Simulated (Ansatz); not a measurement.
## CuI

The computed numbers are results of r²SCAN, scalar-relativistic (no spin polarisation) in the plane-wave PAW code Ansatz at 500 eV, Γ-centred 6×6×6 mesh; PAW files: Ansatz's generated set soft_2.

```yaml
crystal:
  lattice:
    - [0.00000, 3.01161, 3.01161]
    - [3.01161, 0.00000, 3.01161]
    - [3.01161, 3.01161, 0.00000]
  atoms:
    - { symbol: Cu, position: [0.75000, 0.75000, 0.75000] }
    - { symbol: I, position: [0.00000, 0.00000, 0.00000] }
```

The chain of runs began from a cell as deposited in COD, expanded in volume. Of that entry: the entry's cell lengths or inner coordinates differ somewhat from later room-temperature determinations.

(1) What is the high-frequency dielectric tensor ε∞ (density-functional perturbation theory, local fields included)?

(2) Give the Born effective charges (a third of the trace, site by site).

(3) Where do the optical modes lie for q → 0 along (0.00, 1.00, 0.00), with the long-range field?

(4) Sketch the imaginary part of the dielectric function for independent particles (no excitons, no local fields), averaged over directions.

Answers:

(1) 5.70 (isotropic)

(2) Cu 1.04; I -1.04 e.

(3) 130 (×2), 144 cm⁻¹.

(4) On a grid of 0.25 eV up to 12 eV it peaks at 7.50 eV with ε2 = 12.2; the gap on the mesh is 1.67 eV, and the smallest direct one, where absorption can begin, 1.67 eV.
ħω (eV), ε2 and a bar:
```
     0.00       0.00 
     0.50       0.00 
     1.00       0.00 
     1.50       0.00 
     2.00       0.60 #
     2.50       0.86 ##
     3.00       1.43 ####
     3.50       3.73 #########
     4.00       2.90 #######
     4.50       6.79 #################
     5.00       6.61 ################
     5.50       4.31 ###########
     6.00       6.31 ###############
     6.50       7.03 #################
     7.00       7.16 ##################
     7.50      12.22 ##############################
     8.00       5.71 ##############
     8.50       3.33 ########
     9.00       4.05 ##########
     9.50       4.22 ##########
    10.00       4.04 ##########
    10.50       2.66 #######
    11.00       1.70 ####
    11.50       1.36 ###
    12.00       1.26 ###
```

An ε∞ of 5.70 means a refractive index of √ε∞ = 2.39 below the gap, far above the lattice modes.

With one infrared-active mode the Lyddane–Sachs–Teller relation ties the modes to the static constant, ε0 = 7.05, which is built from the same mode and Born charges: ω_LO = ω_TO √(ε0/ε∞) = 129.7 × √(7.05/5.70) = 144 cm⁻¹, and the run has a mode at 144 cm⁻¹.

The mean Born charge of Cu is 1.04 against a formal +1. The two nearly agree, as for rigid ions.

Semilocal functionals make the gap too small and so ε∞ somewhat too large. For elements this heavy, spin–orbit coupling would shift levels and gaps; it isn't included here. The program warned that the mesh may be too coarse for the response to a field.

Most of the static dielectric constant, 5.70 of 7.05, is electronic, as expected for a polarisable iodide with filled Cu 3d states near the valence edge. The lattice adds little because the Born charge is modest; that modest charge, together with the electronic screening of the long-range field, also keeps the LO–TO splitting small. The low mode frequencies reflect heavy atoms and soft bonds.

A Born charge near the formal value does not make CuI a rigid-ion crystal. It is a dynamical quantity, and tetrahedral CuI has appreciable Cu 3d–I 5p mixing and covalency.

The absorption onset at 1.67 eV conflicts with the known transparency of zincblende CuI to visible light. Probably the Cu 3d levels lie too high, so that p–d repulsion pushes up the valence-band top. The weak ε2 just above the onset suggests a low joint density of states near a dispersive, s-like conduction-band minimum, with the strong absorption coming from higher interband transitions. Without excitons, the spectrum cannot establish the shape of the measured absorption edge.
